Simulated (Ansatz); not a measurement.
This geometry of a periodic cell of 17 atoms, Si (host Si, host structure diamond, interstitial Si) is a first-order saddle point.

All numbers below come from DFT PBEsol, scalar-relativistic, plane waves, PAW in Ansatz 0.2.0. Settings: PAW set soft_1, cutoff 420 eV, k mesh 2x2x2, gaussian smearing 0.05 eV, no spin polarisation.

```xyz
17
Lattice="0.0000 5.4300 5.4300 5.4300 0.0000 5.4300 5.4300 5.4300 0.0000" Properties=species:S:1:pos:R:3
Si -0.073 -0.071 -0.022
Si 1.121 1.124 1.591
Si 2.496 2.498 0.216
Si 3.974 3.977 1.250
Si 2.734 -0.071 2.785
Si 4.145 1.335 3.997
Si 5.526 2.614 2.615
Si 6.892 3.977 4.168
Si -0.073 2.736 2.785
Si 1.333 4.147 3.997
Si 2.612 5.529 2.615
Si 3.974 6.894 4.168
Si 2.954 2.957 5.187
Si 4.145 4.147 6.809
Si 5.526 5.529 5.530
Si 7.009 7.012 6.563
Si 4.735 4.737 3.407
```

**Question.** Which two structures does it join? (They come from a converged band through this point; their orientation in space is the band's.)

**Answer.** Contacts lost: Si2–Si17. Contacts made: Si13–Si17. The atom that moves furthest is Si17, by 2.34 Å.

Initial state:

```xyz
17
Lattice="0.0000 5.4300 5.4300 5.4300 0.0000 5.4300 5.4300 5.4300 0.0000" Properties=species:S:1:pos:R:3
Si -0.002 -0.001 -0.035
Si 1.379 1.379 1.333
Si 2.712 2.716 -0.002
Si 4.045 4.051 1.333
Si 2.745 0.000 2.713
Si 4.064 1.362 4.075
Si 5.427 2.684 2.713
Si 6.808 4.051 4.093
Si -0.002 2.745 2.714
Si 1.359 4.064 4.077
Si 2.675 5.430 2.714
Si 4.044 6.809 4.093
Si 2.713 2.715 5.429
Si 4.066 4.068 6.782
Si 5.427 5.430 5.460
Si 6.787 6.793 6.779
Si 5.425 5.430 2.712
```

Final state:

Only the atoms that move by more than 0.05 Å are listed.
```
Si17 4.076 4.078 4.068
```

**Question.** How far does it lie above each of them?

**Answer.** 0.300 eV above the first and 0.300 eV above the second. This is the barrier of this one path; another mechanism may lie lower. Limits of this set-up: coarse k mesh, PAW files made for another functional.

Time of the run: 24 min on 1 thread of Arm Neoverse V1 (shared host), peak memory 0.73 GiB.
